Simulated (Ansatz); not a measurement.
# KBr: a vibration from a frozen displacement

The calculation used DFT r2SCAN, scalar-relativistic, plane waves, PAW in Ansatz 0.2.0. The runs took a 500 eV cutoff, a Γ-centred 6×6×6 mesh and Gaussian smearing (0.05 eV). No spin polarisation. Energies are free energies at this smearing, counted from the undisturbed cell; pressure is positive in compression.

The undisturbed cell (as given, not relaxed at this level; it stands at 0.2 GPa):

```
K Br
1.0
     0.00000    3.29250    3.29250
     3.29250    0.00000    3.29250
     3.29250    3.29250    0.00000
K Br
1 1
Direct
  0.00000 0.00000 0.00000
  0.50000 0.50000 0.50000
```

Every K atom is moved by x along the Cartesian unit vector (0.000, 0.000, -1.000); the cell and all other atoms stay fixed. The cell's volume is 71.39 Å³; the moved atoms weigh 39.098 u together and the others 79.904 u. Some rows repeat others by symmetry and weren't run.

| x (Å) | ΔE (meV/cell) | total force on the moved atoms along the move (eV/Å) | pressure (GPa) |
| --- | --- | --- | --- |
| -0.3000 | 69.63 | 0.5208 | 0.7550 |
| -0.2625 | 51.79 | 0.4321 | 0.6129 |
| -0.2250 | 37.10 | 0.3531 | 0.4932 |
| -0.1875 | 25.20 | 0.2823 | 0.3946 |
| -0.1500 | 15.84 | 0.2180 | 0.3156 |
| -0.1125 | 8.79 | 0.1590 | 0.2552 |
| -0.0750 | 3.87 | 0.1039 | 0.2127 |
| -0.0375 | 0.96 | 0.0513 | 0.1874 |
| 0.0000 | 0.00 | 0.0000 | 0.1790 |
| 0.0375 | 0.96 | -0.0513 | 0.1874 |
| 0.0750 | 3.87 | -0.1039 | 0.2127 |
| 0.1125 | 8.79 | -0.1590 | 0.2552 |
| 0.1500 | 15.84 | -0.2180 | 0.3156 |
| 0.1875 | 25.20 | -0.2823 | 0.3946 |
| 0.2250 | 37.10 | -0.3531 | 0.4932 |
| 0.2625 | 51.79 | -0.4321 | 0.6129 |
| 0.3000 | 69.63 | -0.5208 | 0.7550 |

Problem. What frequency belongs to this motion?

Solution. The force constant is k = −dF/dx = 1.368 eV/Å², from the parabola through x = -0.0375, 0 and 0.0375. In every cell the moved atoms swing against the rest, so the mass is μ = m₁m₂/(m₁ + m₂) = 26.253 u, and ν̃ = 521.5 cm⁻¹ × √(|k|/μ) = 119 cm⁻¹. To first order in x, and within 1 %, the force on every atom lies along the move and, within each of the two groups, in proportion to the atom's mass, so this is itself a mode at the zone centre of this cell, taken without macroscopic field (the transverse frequency in a polar insulator).

Problem. How far does the harmonic law reach?

Solution. At x = -0.300 Å, kx²/2 = 61.56 meV against the computed 69.63 meV (+13.1 %): the well stiffens in this direction at large amplitude.

Problem. The pressure changes with x². What does that say about the frequency under compression?

Solution. With E = k(V)x²/2, k ∝ V^(−2γ) and x scaling with the cell as V^(1/3), P − P0 = −∂E/∂V = (2γ − 2/3) ΔE/V. At x = 0.0750 Å, V(P − P0) = 71.39 × 0.03369 / 160.2 eV = 15.01 meV and ΔE = 3.87 meV, so γ = 1/3 + V(P − P0)/(2ΔE) = 2.28. This is the Grüneisen parameter of the motion under uniform scaling of the cell: shrinking the cell evenly by 1 % in volume raises the frequency by about 2.28 %.